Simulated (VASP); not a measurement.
# PbSe (Clausthalite) (Fm-3m) in VASP: further runs, part 2 of 2

VASP 6.6.1.

### 4 Relaxation of the atoms, PBEsol

Input file INCAR:

```
ALGO = Fast
EDIFF = 1E-7
EDIFFG = -0.01
ENCUT = 600
GGA = PS
IBRION = 2
ISIF = 2
ISMEAR = 0
LASPH = True
LCHARG = False
LREAL = False
LWAVE = False
NELM = 80
NSW = 40
PREC = Accurate
SIGMA = 0.03
```

Input file KPOINTS:

```
k-points
0
Gamma
  8 8 8
```

Input file POSCAR:

```
PbSe                                    
1.0
    0.0000000000      3.0519897383      3.0519897383
    3.0519897383      0.0000000000      3.0519897383
    3.0519897383      3.0519897383      0.0000000000
  Pb              Se            
     1     1
Direct
     0.0000000000000000    0.0000000000000000    0.0000000000000000
     0.5000000000000000    0.5000000000000000    0.5000000000000000
```

Potentials or basis: VASP PAW PBE potentials, release 64 (Pb_d, Se).

Command:

```
$ cat potpaw_PBE.64/Pb_d/POTCAR potpaw_PBE.64/Se/POTCAR > POTCAR
$ mpirun -np 1 vasp_std > vasp.out
```

OUTCAR:

```text
EDIFF = 1E-7
   EDIFFG = -0.01
   ENCUT = 600
   GGA = PS
   IBRION = 2
   ISIF = 2
   ISMEAR = 0
   LASPH = True
   LREAL = False
   NELM = 80
   NSW = 40
   PREC = Accurate

 ion  position               nearest neighbor table
   1  0.000  0.000  0.000-   2 3.05   2 3.05   2 3.05   2 3.05   2 3.05   2 3.05
   2  0.500  0.500  0.500-   1 3.05   1 3.05   1 3.05   1 3.05   1 3.05   1 3.05

  LATTYP: Found a face centered cubic cell.
 ALAT       =     6.1039794766

  Lattice vectors:

 A1 = (   0.0000000000,   3.0519897383,   3.0519897383)
 A2 = (   3.0519897383,   0.0000000000,   3.0519897383)
[... 600 lines left out ...]
  Direction    XX          YY          ZZ          XY          YZ          ZX
  --------------------------------------------------------------------------------------
  -------------------------------------------------------------------------------------
  Total       -0.0003031     -0.0003031     -0.0003031      0.0000000     -0.0000000      0.0000000
  in kB       -0.0085421     -0.0085421     -0.0085421      0.0000000     -0.0000000      0.0000000
  external PRESSURE =      -0.0085421 kB  Pullay stress =       0.0000000 kB

 VOLUME and BASIS-vectors are now :
 -----------------------------------------------------------------------------
  energy-cutoff  :      600.00
  volume of cell :       56.86
      direct lattice vectors                 reciprocal lattice vectors
     0.000000000  3.051989738  3.051989738    -0.163827550  0.163827550  0.163827550
     3.051989738  0.000000000  3.051989738     0.163827550 -0.163827550  0.163827550
     3.051989738  3.051989738  0.000000000     0.163827550  0.163827550 -0.163827550

 POSITION                                       TOTAL-FORCE (eV/Angst)
 -----------------------------------------------------------------------------------
      0.00000      0.00000      0.00000        -0.000000     -0.000000      0.000000
      3.05199      3.05199      3.05199         0.000000      0.000000      0.000000
 -----------------------------------------------------------------------------------
    total drift:                               -0.000000      0.000000      0.000000

  FREE ENERGIE OF THE ION-ELECTRON SYSTEM (eV)
  ---------------------------------------------------
  free  energy   TOTEN  =        -8.9177590963 eV

  energy  without entropy=       -8.9177590367  energy(sigma->0) =       -8.91775907

 reached required accuracy - stopping structural energy minimisation
```

OSZICAR:

```text
N       E                     dE             d eps       ncg     rms          rms(c)
DAV:   1     0.166123887529E+03    0.16612E+03   -0.10398E+04   812   0.161E+03
DAV:   2     0.456077296364E+01   -0.16156E+03   -0.15793E+03   836   0.368E+02
DAV:   3    -0.885534006590E+01   -0.13416E+02   -0.13154E+02  1084   0.108E+02
DAV:   4    -0.916949008293E+01   -0.31415E+00   -0.31397E+00   862   0.188E+01
DAV:   5    -0.917877784563E+01   -0.92878E-02   -0.92876E-02  1152   0.337E+00    0.268E+00
RMM:   6    -0.892392826880E+01    0.25485E+00   -0.32117E-01   819   0.409E+00    0.151E+00
RMM:   7    -0.891881052457E+01    0.51177E-02   -0.15043E-01   890   0.245E+00    0.811E-01
RMM:   8    -0.891996011277E+01   -0.11496E-02   -0.19307E-02   819   0.195E+00    0.202E-01
RMM:   9    -0.891771365315E+01    0.22465E-02   -0.64551E-03   855   0.936E-01    0.574E-02
RMM:  10    -0.891774623577E+01   -0.32583E-04   -0.11289E-03   943   0.393E-01    0.243E-02
RMM:  11    -0.891775621702E+01   -0.99813E-05   -0.21642E-04  1038   0.152E-01    0.744E-03
RMM:  12    -0.891775916226E+01   -0.29452E-05   -0.37016E-05  1053   0.609E-02    0.939E-03
RMM:  13    -0.891775892069E+01    0.24157E-06   -0.67054E-06   899   0.210E-02    0.825E-03
RMM:  14    -0.891775910439E+01   -0.18370E-06   -0.13070E-06   834   0.123E-02    0.140E-03
RMM:  15    -0.891775909633E+01    0.80670E-08   -0.21915E-07   572   0.539E-03
   1 F= -.89177591E+01 E0= -.89177591E+01  d E =-.891776E+01
```

Run time: 21 s. Hardware: 1 thread of AMD EPYC 9R45 (Zen 5), shared host; peak memory 0.19 GiB.

Results:

- Free energy: -8.9178 eV
- Pressure after relaxing: 0.0 GPa
- Band gap on the k mesh: 0.17 eV, direct

Final structure:
```yaml
crystal:
  lattice:
    - [0.00000, 3.05199, 3.05199]
    - [3.05199, 0.00000, 3.05199]
    - [3.05199, 3.05199, 0.00000]
  atoms:
    - { symbol: Pb, position: [0.00000, 0.00000, 0.00000] }
    - { symbol: Se, position: [0.50000, 0.50000, 0.50000] }
```

Caveat: the relaxation stopped at its first step, so nothing moved; the PAW data sets were made with another functional, which shifts forces and pressure a little; spin-orbit coupling is left out, which as a rule narrows the gap of such compounds by several tenths of an eV.

### 5 Relaxation of the atoms, PBEsol (a relaxed cell with its volume scaled by 1.02)

INCAR is that of step 4.

KPOINTS is that of step 4.

Input file POSCAR:

```
PbSe                                    
1.0
    0.0000000000      3.0722021799      3.0722021799
    3.0722021799      0.0000000000      3.0722021799
    3.0722021799      3.0722021799      0.0000000000
  Pb              Se            
     1     1
Direct
     0.0000000000000000    0.0000000000000000    0.0000000000000000
     0.5000000000000000    0.5000000000000000    0.5000000000000000
```

Command:

```
$ cat potpaw_PBE.64/Pb_d/POTCAR potpaw_PBE.64/Se/POTCAR > POTCAR
$ mpirun -np 1 vasp_std > vasp.out
```

Run time: 22 s. Hardware: 1 thread of AMD EPYC 9R45 (Zen 5), shared host; peak memory 0.19 GiB.

Results (log left out):

```yaml
Free_energy: -8.9141 eV
Pressure_after_relaxing: -1.0 GPa
Band_gap_on_the_k_mesh: 0.24 eV, direct
```

Final structure:
```
Pb Se
1.0
     0.00000    3.07220    3.07220
     3.07220    0.00000    3.07220
     3.07220    3.07220    0.00000
Pb Se
1 1
Direct
  0.00000 0.00000 0.00000
  0.50000 0.50000 0.50000
```

Levels at points of the mesh, in eV from the valence-band top:
| k point | band 8 | band 9 | band 10 | band 11 | band 12 | band 13 |
| --- | --- | --- | --- | --- | --- | --- |
| (0.00, 0.00, 0.00) | -1.81 | -1.81 | -1.81 | 4.66 | 4.66 | 4.66 |
| (0.50, 0.00, 0.00) | -1.40 | -1.40 | 0.00 | 0.24 | 1.69 | 1.69 |
| (0.50, 0.50, 0.00) | -4.92 | -3.17 | -3.17 | 3.64 | 5.55 | 5.55 |

Caveat: the relaxation stopped at its first step, so nothing moved; the PAW data sets were made with another functional, which shifts forces and pressure a little; spin-orbit coupling is left out, which as a rule narrows the gap of such compounds by several tenths of an eV.

### 6 Relaxation of the atoms, PBEsol (a relaxed cell with its volume scaled by 1.04)

INCAR is that of step 5.

KPOINTS is that of step 5.

Input file POSCAR:

```
PbSe                                    
1.0
    0.0000000000      3.0921521037      3.0921521037
    3.0921521037      0.0000000000      3.0921521037
    3.0921521037      3.0921521037      0.0000000000
  Pb              Se            
     1     1
Direct
     0.0000000000000000    0.0000000000000000    0.0000000000000000
     0.5000000000000000    0.5000000000000000    0.5000000000000000
```

Potentials or basis: VASP PAW PBE potentials, release 64 (Pb_d, Se).

Command:

```
$ cat potpaw_PBE.64/Pb_d/POTCAR potpaw_PBE.64/Se/POTCAR > POTCAR
$ mpirun -np 1 vasp_std > vasp.out
```

Wall time 22 s (1 thread of AMD EPYC 9R45 (Zen 5), shared host); peak memory 0.19 GiB.

Results (log left out):

```
Free energy             : -8.9037 eV
Pressure after relaxing : -1.9 GPa
Band gap on the k mesh  : 0.30 eV, direct
```

Final structure:
```
Pb Se
1.0
     0.00000    3.09215    3.09215
     3.09215    0.00000    3.09215
     3.09215    3.09215    0.00000
Pb Se
1 1
Direct
  0.00000 0.00000 0.00000
  0.50000 0.50000 0.50000
```

Levels at points of the mesh, in eV from the valence-band top:
| k point | band 6 | band 7 | band 8 | band 9 | band 10 | band 11 | band 12 | band 13 | band 14 |
| --- | --- | --- | --- | --- | --- | --- | --- | --- | --- |
| (0.00, 0.00, 0.00) | -13.33 | -6.35 | -1.71 | -1.71 | -1.71 | 4.63 | 4.63 | 4.63 | 6.54 |
| (0.50, 0.00, 0.00) | -12.32 | -8.64 | -1.32 | -1.32 | 0.00 | 0.30 | 1.74 | 1.74 | 8.40 |
| (0.50, 0.50, 0.00) | -11.99 | -7.33 | -4.74 | -3.03 | -3.03 | 3.73 | 5.49 | 5.49 | 5.90 |

Caveat: the relaxation stopped at its first step, so nothing moved; the PAW data sets were made with another functional, which shifts forces and pressure a little; spin-orbit coupling is left out, which as a rule narrows the gap of such compounds by several tenths of an eV.

### 7 Overview

```tsv
cell	gap on the mesh (eV)	pressure (GPa)
atoms relaxed from: a relaxed cell with its volume scaled by 0.96	0.03	2.4
atoms relaxed from: a relaxed cell with its volume scaled by 0.98	0.10	1.1
atoms relaxed	0.17	0.0
atoms relaxed from: a relaxed cell with its volume scaled by 1.02	0.24	-1.0
atoms relaxed from: a relaxed cell with its volume scaled by 1.04	0.30	-1.9
```

Alike in all rows: task relaxation of the atoms; level PBEsol; potentials or basis VASP PAW PBE potentials, release 64 (Pb_d, Se); no spin polarisation; k mesh 8 × 8 × 8; cutoff (eV) 600; smearing gaussian 0.03 eV.

Caveats: the relaxation stopped at its first step, so nothing moved; the PAW data sets were made with another functional, which shifts forces and pressure a little; spin-orbit coupling is left out, which as a rule narrows the gap of such compounds by several tenths of an eV.

Total energies depend on the potentials used, so only differences within one code and one set of settings carry meaning.

### 8 Against experiment

Step 4. Measured gap of PbSe: 0.15 eV (direct; 4.2 K; a printed reference work, monograph). This calculation gives 0.17 eV (+0.02 eV). 2 values of this kind are on record (0.15 to 0.28 eV); this one was drawn at random. Spin-orbit coupling on Pb, Se is left out. The value is that of PBEsol on a finite k mesh, which can miss the band edges, without temperature or zero-point motion.
